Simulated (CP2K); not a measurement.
## Sb under changes of volume

One of the cells (26.666 Å³/atom); the others are scaled copies at fixed shape and fractional positions:

```
Sb
1.0
     3.35344    0.00000    0.00000
     1.67672    2.90417    0.00000
     1.67672    0.96806    2.73808
Sb
1
Direct
  0.00000 0.00000 0.00000
```

This isn't the form of Sb at room conditions, which is rhombohedral.

| Item | Value |
| --- | --- |
| Program | CP2K 2026.2 |
| Functional | LDA |
| Potentials or basis | GTH_POTENTIALS Sb GTH-PADE-q5; TZVP-MOLOPT-PBE-GTH basis |
| Density cutoff | 6123 eV |
| k mesh | 10 × 10 × 10 |
| Occupations | fermi-dirac, width 0.1 eV |
| Spin | no spin polarisation |

```tsv
volume (Å³/atom)	energy over the lowest point (meV/atom)	pressure (GPa)
25.066	10.41	3.2
25.599	2.72	1.6
26.133	0.00	0.1
26.666	?	?
27.199	7.66	-2.3
27.733	17.27	-3.4
28.266	30.29	-4.3
```

Task: What does the run at 26.666 Å³/atom give?

Result: Energy over the lowest point 1.78 meV/atom; pressure -1.2 GPa.

Worked out: A Birch-Murnaghan fit of order 3 (a polynomial in V^(-2/3)) to the other rows has its minimum at 26.18 Å³/atom with B0 = V·E''(V) = 66 GPa and B' = 3.6. It gives 1.78 meV/atom at 26.666 Å³/atom, against the run's 1.78, and -dE/dV = -1.2 GPa, against -1.2.

Energies are extrapolated to zero smearing.

Caveats: the basis of atomic orbitals isn't converged, which shifts pressures, moduli and gaps.
